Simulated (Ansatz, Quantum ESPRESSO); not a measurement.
# 2H-WSe2, 1 layer, rectangular cell: the gap along the path at a withheld member of a series

How the rows were computed: Quantum ESPRESSO 7.5, PBE, GBRV ultrasoft. Cell and atoms are first relaxed; each strained cell is then held, the other axis too, and the atoms relax in it. A periodic run with 15 Å of vacuum in the starting cell gives the vacuum levels, and bands follow along a path. The series steps strain along the second axis.

| strain along the second axis | gap along the path (eV) |
| --- | --- |
| -4 % | 1.549 |
| -3 % | 1.582 |
| -2 % | 1.614 |
| -1 % | 1.622 |
| 0 % | 1.558 |
| 2 % | 1.437 |
| 3 % | 1.379 |
| 4 % | 1.324 |

One more run was made and is withheld. What is the gap along the path at 1 %?

**Worked estimate.** The rows at 0 % and 2 % give a slope of (1.437 − (1.558))/(2 − (0)) = −0.0605, so a straight line gives 1.498 eV. A parabola through these and the row at -1 % gives 1.496 eV.

**The withheld run.** 1.497 eV. The line misses by 0.000 and the parabola by −0.001 eV. Both misses are under 5 % of the step from the nearer row.

Caveats: Semilocal gaps are too small; the 1×1 cell can't ripple over many cells under compression as a free sheet would. No spin-orbit coupling.
